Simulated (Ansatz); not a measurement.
# Hf: a listed cell, distorted in several ways

A set of self-consistent runs on Hf under random distortions, further strains and shifts, swapped elements, distortions that keep the symmetry, other functionals, to map its energy surface near the listed cell.

Computed with Ansatz 0.2.0 (DFT PBEsol, scalar-relativistic, plane waves, PAW, unless a step's input says otherwise).

1 further run of the same task is left out (set aside as unsound or not needed).

## 1. Starting point

Symmetry: Fm-3m, No. 225, cubic system. Conventional cell: a = 4.440 Å, b = 4.440 Å, c = 4.440 Å, α = 90.00°, β = 90.00°, γ = 90.00°. Around Hf (site symmetry m-3m) lie 12 Hf at 3.14 Å.

Structure file:

```
Hf
1.0
     0.00000    2.22000    2.22000
     2.22000    0.00000    2.22000
     2.22000    2.22000    0.00000
Hf
1
Direct
  0.00000 0.00000 0.00000
```

The structure comes from the Crystallography Open Database.

## 2. One element swapped, cell strained: Hf → Ta, first probe

Against the listed cell: Ta takes all sites of Hf, and lengths are scaled by 0.983 as a first guess of the size; strain xx, yy, zz, yz, xz, xy = +2.2, +2.2, +2.2, +0.0, +0.0, +0.0 %.

Input file input.yaml:

```yaml
crystal:
  lattice:
    - [0.0, 2.230556544, 2.230556544]
    - [2.230556544, 0.0, 2.230556544]
    - [2.230556544, 2.230556544, 0.0]
  atoms:
    - { symbol: Ta, position: [0.0, 0.0, 0.0] }
basis:
  ecutwfc: 420
kpoints:
  mp_grid: { grid: [8, 8, 8] }
hamiltonian:
  xc: pbesol
scf:
  occupations: { method: gaussian, width: 0.1 }
output:
  forces: true
  stress: true
  eigenvalues: true
```

The run is started by

```bash
ansatz run input.yaml --threads 1 --pin off --max-ram 1331MiB --backend cpu --events-out ev --progress --plain --runs-dir out
```

## 3. Substitution of an element, cell strained: Hf → Ta

input.yaml: that of step 2 with these lines changed.

```diff
@@ -10,3 +10,3 @@
 kpoints:
-  mp_grid: { grid: [8, 8, 8] }
+  mp_grid: { grid: [16, 16, 16] }
 hamiltonian:
```

## 4. A change within a subgroup

Input file input.yaml:

```yaml
crystal:
  lattice:
    - [0.0181374, 2.1132402, 2.2652214]
    - [2.3295126, 0.0494616, 2.2338972]
    - [2.3395692, 2.0919726, 0.039405]
  atoms:
    - { symbol: Hf, position: [0.0, 0.0, 0.0] }
basis:
  ecutwfc: 420
kpoints:
  mp_grid: { grid: [14, 14, 14] }
hamiltonian:
  xc: pbesol
scf:
  occupations: { method: gaussian, width: 0.1 }
output:
  forces: true
  stress: true
  eigenvalues: true
  populations: true
```

## 5. A distortion that keeps the symmetry

Input file input.yaml:

```yaml
crystal:
  lattice:
    - [0.0, 2.3223198, 2.3223198]
    - [2.3223198, 0.0, 2.3223198]
    - [2.3223198, 2.3223198, 0.0]
  atoms:
    - { symbol: Hf, position: [0.0, 0.0, 0.0] }
basis:
  ecutwfc: 420
kpoints:
  mp_grid: { grid: [16, 16, 16] }
hamiltonian:
  xc: pbesol
scf:
  occupations: { method: gaussian, width: 0.1 }
output:
  forces: true
  stress: true
  eigenvalues: true
```

## 6. Functional and cell changed: LDA

Input file input.yaml:

```yaml
crystal:
  lattice:
    - [0.0, 2.1468066, 2.1468066]
    - [2.1468066, 0.0, 2.1468066]
    - [2.1468066, 2.1468066, 0.0]
  atoms:
    - { symbol: Hf, position: [0.0, 0.0, 0.0] }
basis:
  ecutwfc: 420
kpoints:
  mp_grid: { grid: [16, 16, 16] }
hamiltonian:
  xc: lda
scf:
  occupations: { method: gaussian, width: 0.1 }
output:
  forces: true
  stress: true
  eigenvalues: true
```

## 7. Random moves and strain, cell strained

Input file input.yaml:

```yaml
crystal:
  lattice:
    - [0.021423, 2.2585614, 2.3155932]
    - [2.2668198, -0.0059718, 2.342988]
    - [2.2916616, 2.310798, -0.0308136]
  atoms:
    - { symbol: Hf, position: [0.0, 0.0, 0.0] }
basis:
  ecutwfc: 420
kpoints:
  mp_grid: { grid: [14, 14, 14] }
hamiltonian:
  xc: pbesol
scf:
  occupations: { method: gaussian, width: 0.1 }
output:
  forces: true
  stress: true
  eigenvalues: true
```

## 8. A change within the space group

Input file input.yaml:

```yaml
crystal:
  lattice:
    - [0.0, 2.1322434, 2.1322434]
    - [2.1322434, 0.0, 2.1322434]
    - [2.1322434, 2.1322434, 0.0]
  atoms:
    - { symbol: Hf, position: [0.0, 0.0, 0.0] }
basis:
  ecutwfc: 420
kpoints:
  mp_grid: { grid: [16, 16, 16] }
hamiltonian:
  xc: pbesol
scf:
  occupations: { method: gaussian, width: 0.1 }
output:
  forces: true
  stress: true
  eigenvalues: true
```

## 9. Another functional, on a distorted cell: PBE

Input file input.yaml:

```yaml
crystal:
  lattice:
    - [0.0, 2.2093218, 2.2093218]
    - [2.2093218, 0.0, 2.2093218]
    - [2.2093218, 2.2093218, 0.0]
  atoms:
    - { symbol: Hf, position: [0.0, 0.0, 0.0] }
basis:
  ecutwfc: 420
kpoints:
  mp_grid: { grid: [16, 16, 16] }
hamiltonian:
  xc: pbe
scf:
  occupations: { method: gaussian, width: 0.1 }
output:
  forces: true
  stress: true
  eigenvalues: true
```

## 10. A change within the space group

Input file input.yaml:

```yaml
crystal:
  lattice:
    - [0.0, 2.2085004, 2.2085004]
    - [2.2085004, 0.0, 2.2085004]
    - [2.2085004, 2.2085004, 0.0]
  atoms:
    - { symbol: Hf, position: [0.0, 0.0, 0.0] }
basis:
  ecutwfc: 420
kpoints:
  mp_grid: { grid: [14, 14, 14] }
hamiltonian:
  xc: pbesol
scf:
  occupations: { method: gaussian, width: 0.1 }
output:
  forces: true
  stress: true
  eigenvalues: true
```

**Question.** What will these runs give? Wanted: for each run, case; energy; pressure; largest force.

**Answer**, as computed:

| step | case | energy (meV/atom) | pressure (GPa) | largest force (eV/Å) | gap on the mesh (eV) |
| --- | --- | --- | --- | --- | --- |
| 3 | substitution of an element, cell strained: Hf → Ta | n/a | -27.6 | 0.00 | 0.00 |
| 4 | a change within a subgroup | +0.0 | 0.1 | 0.00 | 0.00 |
| 5 | a distortion that keeps the symmetry | +124.8* | -12.5 | 0.00 | 0.00 |
| 6 | functional and cell changed: LDA | n/a | 5.8 | 0.00 | 0.00 |
| 7 | random moves and strain, cell strained | +78.2 | -10.6 | 0.00 | 0.00 |
| 8 | a change within the space group | +58.1* | 13.7 | 0.00 | 0.00 |
| 9 | another functional, on a distorted cell: PBE | n/a | 4.8 | 0.00 | 0.00 |
| 10 | a change within the space group | -27.5 | 0.1 | 0.00 | 0.00 |

Energies are counted from step 4, with the smearing taken to zero; a star marks another k mesh, which can shift energies by itself, so starred rows don't rank against the others. Other atoms or functionals have another zero of energy (n/a). A gap of 0.00 means none on the mesh at this level.

With one atom in the cell, moving it shifts the whole crystal, so no force arises from that. The pressure is 13.7 GPa in the smallest cell and -12.5 GPa in the largest; between them shape and moved atoms count too. The distorted cells of the listed formula and level show no gap on the mesh. The runs treat Hf, Ta without spin-orbit coupling.
